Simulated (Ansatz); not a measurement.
**Changed inputs in constrained RPA: RuCl2 (1T sheet)**

Wanted: the sensitivity and cost of U and J for RuCl2 (1T sheet).

Program: Ansatz 0.2.0. Level of theory: constrained RPA on LDA, plane waves, PAW. Results are calculated unless marked as measured.

This is a report of a sequence of runs, with most program output left out.

### 1. The structure

The cell holds 3 atoms: 1 Ru and 2 Cl. Cell: a = 3.515 Å, b = 3.515 Å, c = 30.112 Å, α = 90.0°, β = 90.0°, γ = 120.0°. Vacuum lies along c.

Structure file:

```cif
data_structure
_symmetry_space_group_name_H-M 'P 1'
_symmetry_Int_Tables_number 1
_cell_length_a 3.5149
_cell_length_b 3.5149
_cell_length_c 30.1118
_cell_angle_alpha 90.000
_cell_angle_beta 90.000
_cell_angle_gamma 120.000
_cell_volume 322.17
loop_
_atom_site_label
_atom_site_type_symbol
_atom_site_fract_x
_atom_site_fract_y
_atom_site_fract_z
_atom_site_occupancy
Ru1 Ru 0.00000 0.00000 0.31808 1
Cl2 Cl 0.33333 0.66667 0.35751 1
Cl3 Cl 0.66667 0.33333 0.27865 1
```

The structure was relaxed with LDA. The structure was generated from a model, not taken from a measurement. The runs that relaxed it are not among those shown. The program's search for lower electronic states was switched off, so nothing shows that the state found is the lowest. The default PAW set here is soft_2. Its files were made with PBE. The Coulomb interaction is cut off across the vacuum.

### 2. Base: Ru eg, bands c1 to c2, 6×6×1 mesh, medium accuracy

Constrained RPA screens the interaction with every transition except those inside the target bands, which a later many-body model would treat itself.

Contents of input.yaml:

```yaml
crystal:
  lattice:
    - [0.0, 2.48539647, 2.48539647]
    - [2.48539647, -2.48539647, 0.0]
    - [17.38503569, 17.38503569, -17.38503569]
  atoms:
    - { symbol: Ru, position: [0.0, 0.0, 0.3180797022] }
    - { symbol: Cl, position: [0.3333333333, 0.6666666667, 0.3575110389] }
    - { symbol: Cl, position: [0.6666666667, 0.3333333333, 0.2786483655] }
  periodic: [true, true, false]
kpoints:
  mp_grid: { grid: [12, 12, 1] }
hamiltonian:
  xc: lda
scf:
  occupations: { method: gaussian, width: 0.08 }
  n_extra_bands: 19
  max_iter: 150
  lower_state_search: "off"
output:
  crpa:
    kmesh: [6, 6, 1]
    target_bands: [c1, c2]
    projections: [{ species: Ru, l: d, shell: 4, orbitals: [dz2, dx2-y2] }]
  local_orbitals:
    kmesh: [12, 12, 1]
    orbitals: [{ species: Ru, l: d, shell: 4, orbitals: [dz2, dx2-y2] }]
    window: { bands: [c1, c2] }
    seedname: lo
```

Launch:

```
$ ansatz run input.yaml --threads 4 --pin off --max-ram 14745MiB --backend cpu --events-out ev --progress --plain --runs-dir out
```

Elapsed: 72 s, on 4 threads of Arm Neoverse V1, shared host; peak memory 1.7 GiB; 4.5 min of CPU time.

This step gave:

| Property | Result |
| --- | --- |
| U | 2.426 eV |
| U prime (inter-orbital) | 1.895 eV |
| J | 0.2651 eV |
| bare V | 10.06 eV |
| bare J | 0.4482 eV |
| stated bound on U | 0.009005 eV |
| U over bare V | 0.2412 |
| electrons in the window | 0 |
| head of the constrained inverse dielectric matrix | 0.5870 |
| least eigenvalue of the projection's overlap | 0.4820 |
| target functions | 2 |
| bands in the sums | 34 |
| r.m.s. miss of the model bands | 3.03e-4 eV |
| width of the target bands | 0.9075 eV |
| weight of the projected orbitals in the window | 0.6020 |

On the Ru eg shell, screening brings the on-site interaction from 10.1 eV down to U = 2.43 eV.

### 3. Changed: 9×9×1 mesh

input.yaml: that of step 2 with these lines changed.

```diff
@@ -21,9 +21,4 @@
   crpa:
-    kmesh: [6, 6, 1]
+    kmesh: [9, 9, 1]
     target_bands: [c1, c2]
     projections: [{ species: Ru, l: d, shell: 4, orbitals: [dz2, dx2-y2] }]
-  local_orbitals:
-    kmesh: [12, 12, 1]
-    orbitals: [{ species: Ru, l: d, shell: 4, orbitals: [dz2, dx2-y2] }]
-    window: { bands: [c1, c2] }
-    seedname: lo
```

Wall time 3 min (4 threads); peak memory 1.9 GiB.

This step gave:

```yaml
u: 2.420 eV
u_prime_inter_orbital: 1.891 eV
j: 0.2647 eV
bare_v: 10.02 eV
bare_j: 0.4475 eV
stated_bound_on_u: 0.007611 eV
u_over_bare_v: 0.2415
electrons_in_the_window: 0
head_of_the_constrained_inverse_dielectric_matrix: 0.6025
least_eigenvalue_of_the_projection_s_overlap: 0.4820
target_functions: 2
bands_in_the_sums: 34
width_of_the_target_bands: 0.9075 eV
weight_of_the_projected_orbitals_in_the_window: 0.6020
```

On the Ru eg shell, screening brings the on-site interaction from 10.0 eV down to U = 2.42 eV.

### 4. Changed: 3×3×1 mesh

input.yaml: that of step 3 with these lines changed.

```diff
@@ -21,3 +21,3 @@
   crpa:
-    kmesh: [9, 9, 1]
+    kmesh: [3, 3, 1]
     target_bands: [c1, c2]
```

Run time: 24 s. Hardware: 4 threads; peak memory 1.6 GiB; 89 s of CPU time.

Numbers from this step:

| Item | Value |
| --- | --- |
| U | 2.513 eV |
| U prime (inter-orbital) | 1.966 eV |
| J | 0.2735 eV |
| bare V | 10.37 eV |
| bare J | 0.4579 eV |
| stated bound on U | 0.008460 eV |
| U over bare V | 0.2424 |
| electrons in the window | 0 |
| head of the constrained inverse dielectric matrix | 0.5661 |
| least eigenvalue of the projection's overlap | 0.4820 |
| target functions | 2 |
| bands in the sums | 34 |
| width of the target bands | 0.9075 eV |
| weight of the projected orbitals in the window | 0.6020 |

On the Ru eg shell, screening brings the on-site interaction from 10.4 eV down to U = 2.51 eV.

### 5. Changed: smooth pair densities

input.yaml: that of step 4 with these lines changed.

```diff
@@ -21,4 +21,5 @@
   crpa:
-    kmesh: [3, 3, 1]
+    kmesh: [6, 6, 1]
     target_bands: [c1, c2]
     projections: [{ species: Ru, l: d, shell: 4, orbitals: [dz2, dx2-y2] }]
+    pair_densities: pseudo
```

Elapsed: 63 s, on 4 threads; peak memory 1.7 GiB.

This step gave:

```yaml
u: 2.434 eV
u_prime_inter_orbital: 1.892 eV
j: 0.2707 eV
bare_v: 10.06 eV
bare_j: 0.4482 eV
stated_bound_on_u: 0.007751 eV
u_over_bare_v: 0.2421
electrons_in_the_window: 0
head_of_the_constrained_inverse_dielectric_matrix: 0.5872
least_eigenvalue_of_the_projection_s_overlap: 0.4820
target_functions: 2
bands_in_the_sums: 34
width_of_the_target_bands: 0.9075 eV
weight_of_the_projected_orbitals_in_the_window: 0.6020
```

On the Ru eg shell, screening brings the on-site interaction from 10.1 eV down to U = 2.43 eV.

### 6. Changed: sums over states

input.yaml: that of step 5 with these lines changed.

```diff
@@ -24,2 +24,4 @@
     projections: [{ species: Ru, l: d, shell: 4, orbitals: [dz2, dx2-y2] }]
-    pair_densities: pseudo
+    accuracy: sum_over_states
+    n_empty_bands: 30
+    ecut_chi: 250
```

Wall time 30 s (4 threads); peak memory 1.1 GiB.

This variant gives U = 2.56 eV against 2.43 eV. It is a finite sum over empty states with no bound on its error and stays out of the table below.

### 7. Changed: more bands than orbitals

input.yaml: that of step 6 with these lines changed.

```diff
@@ -22,6 +22,3 @@
     kmesh: [6, 6, 1]
-    target_bands: [c1, c2]
+    target_bands: [c1, c3]
     projections: [{ species: Ru, l: d, shell: 4, orbitals: [dz2, dx2-y2] }]
-    accuracy: sum_over_states
-    n_empty_bands: 30
-    ecut_chi: 250
```

Run time: 0.12 s. Hardware: 4 threads; peak memory 0.083 GiB.

The program refused the input before any cycle.

The program's message: “Error: invalid value for `output.crpa.projections`: 2 orbital(s) selected but the target window spans 3 band(s); name one orbital per band of it”

The fault put into this input: more bands than orbitals.

### 8. Changed: PBE

This step: constrained RPA on PBE, plane waves, PAW.

input.yaml: that of step 7 with these lines changed.

```diff
@@ -13,3 +13,3 @@
 hamiltonian:
-  xc: lda
+  xc: pbe
 scf:
@@ -22,3 +22,3 @@
     kmesh: [6, 6, 1]
-    target_bands: [c1, c3]
+    target_bands: [c1, c2]
     projections: [{ species: Ru, l: d, shell: 4, orbitals: [dz2, dx2-y2] }]
```

Elapsed: 69 s, on 4 threads; peak memory 1.7 GiB; 4.4 min of CPU time.

Numbers from this step:

```yaml
u: 2.601 eV
u_prime_inter_orbital: 2.049 eV
j: 0.2762 eV
bare_v: 10.28 eV
bare_j: 0.4590 eV
stated_bound_on_u: 0.007674 eV
u_over_bare_v: 0.2531
electrons_in_the_window: 0
head_of_the_constrained_inverse_dielectric_matrix: 0.6068
least_eigenvalue_of_the_projection_s_overlap: 0.4952
target_functions: 2
bands_in_the_sums: 34
width_of_the_target_bands: 0.8820 eV
weight_of_the_projected_orbitals_in_the_window: 0.6102
```

On the Ru eg shell, screening brings the on-site interaction from 10.3 eV down to U = 2.60 eV.

### 9. Changed: potentials

This step: constrained RPA on LDA, plane waves, norm-conserving pseudopotentials.

input.yaml: that of step 8 with these lines changed.

```diff
@@ -13,3 +13,4 @@
 hamiltonian:
-  xc: pbe
+  xc: lda
+  pseudopotentials: { kind: nc }
 scf:
```

Wall time 5.9 min (4 threads); peak memory 7.1 GiB.

Numbers from this step:

* U: 2.416 eV
* U prime (inter-orbital): 1.887 eV
* J: 0.2641 eV
* bare V: 10.05 eV
* bare J: 0.4477 eV
* stated bound on U: 0.006294 eV
* U over bare V: 0.2403
* electrons in the window: 0
* head of the constrained inverse dielectric matrix: 0.5860
* least eigenvalue of the projection's overlap: 0.4812
* target functions: 2
* bands in the sums: 34
* width of the target bands: 0.9072 eV
* weight of the projected orbitals in the window: 0.5994

On the Ru eg shell, screening brings the on-site interaction from 10.1 eV down to U = 2.42 eV.

### 10. Side by side

Times are wall times on 4 threads of Arm Neoverse V1, shared host, good to a factor of about two.

```
                  run  bare V (eV)  U (eV)  J (eV)  bound on U (eV)  width (eV)     time
        target window        10.06   2.426   0.265           0.0090        0.91     72 s
           9×9×1 mesh        10.02   2.420   0.265           0.0076        0.91    3 min
           3×3×1 mesh        10.37   2.513   0.273           0.0085        0.91     24 s
smooth pair densities        10.06   2.434   0.271           0.0078        0.91     63 s
                  PBE        10.28   2.601   0.276           0.0077        0.88     69 s
           potentials        10.05   2.416   0.264           0.0063        0.91  5.9 min
```

### 11. What came out

| Item | Value |
| --- | --- |
| target window | U 2.43 eV, J 0.27 eV |
| 9×9×1 mesh | U 2.42 eV, J 0.26 eV |
| 3×3×1 mesh | U 2.51 eV, J 0.27 eV |
| smooth pair densities | U 2.43 eV, J 0.27 eV |
| PBE | U 2.60 eV, J 0.28 eV |
| potentials | U 2.42 eV, J 0.26 eV |

What this shows: 9×9×1 mesh moves U by −0.01 eV (within the solver's bounds, for the mean over orbitals) at 2.5 times the time. 3×3×1 mesh moves U by +0.09 eV at 0.34 times the time. Smooth pair densities moves U by +0.01 eV (within the solver's bounds, for the mean over orbitals). PBE moves U by +0.18 eV. Potentials moves U by −0.01 eV (within the solver's bounds, for the mean over orbitals) at 4.9 times the time. The printed bound covers the solver alone, not the mesh. The parent state is non-magnetic and the interaction static (zero frequency); U depends on the window and the orbitals, so it belongs to this model alone.

[Paths, hosts, dates, memory and timing lines, banners, echoed tables and standing remarks are left out of the program output.]

[Logs are printed without paths, hosts, clocks, repeated set-up lines and the standing remarks that a program may print on its own settings, such as how far it seeks lower states.]

[Runs of the session that timed out or met a known fault of the program may be left out.]

[Hosts, paths, dates, database ids (printed as entryN), source tags and the programs' standing remarks are cut or masked in the printed files.]
